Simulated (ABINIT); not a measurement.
A run of ABINIT 10.8.3 (patched build) is set up as follows.

File run.abi:

```
ndtset 3

pp_dirpath "./"
pseudos "Ti.upf, B.upf"

acell 3*1.0 Angstrom
rprim
     3.0292000000     0.0000000000     0.0000000000
    -1.5146000000     2.6233641531     0.0000000000
     0.0000000000     0.0000000000     3.2284000000
ntypat 2
znucl 22 5
natom 3
typat 1 2 2
xred
            0.0            0.0            0.0
            2/3            1/3            1/2
            1/3            2/3            1/2

ecut 38.0

ngkpt 12 12 8
nshiftk 1
shiftk 0.0 0.0 0.5
istwfk *1

ixc -116133

occopt 3
tsmear 0.00183747

nstep 80

iomode 3
prteig 0
prtebands 0

nband1 13
tolvrs1 1.0e-12
prtden1 1
prtwf1 0
kptopt1 1

iscf2 -3
getden2 1
nband2 19
nbdbuf2 4
tolwfr2 1.0e-12
nstep2 120
prtden2 0
kptopt2 1

optdriver3 8
wfk_task3 "wfk_optics_fullbz"
getwfk3 2
nband3 15
kptopt3 1
prtevk3 1
inclvkb3 2
```

File optic.abi:

```
&FILES
 ddkfile_1 = 'runo_DS3_1_EVK.nc',
 ddkfile_2 = 'runo_DS3_2_EVK.nc',
 ddkfile_3 = 'runo_DS3_3_EVK.nc',
 wfkfile = 'runo_DS3_WFK.nc'
/
&PARAMETERS
 broadening = 0.007350,
 domega = 0.002,
 maxomega = 0.8,
 scissor = 0.000000,
 tolerance = 0.002
/
&COMPUTATIONS
 num_lin_comp = 2,
 lin_comp = 11,33,
 num_nonlin_comp = 0
/
```

Potentials or basis: PseudoDojo NC SR PBEsol v0.4.1 standard.

The run is started by

```console
$ abinit run.abi > log 2>&1
$ optic optic.abi > optic.log 2>&1
```

(1) Estimate the pressure.

Results:

(1) -4.9 GPa.
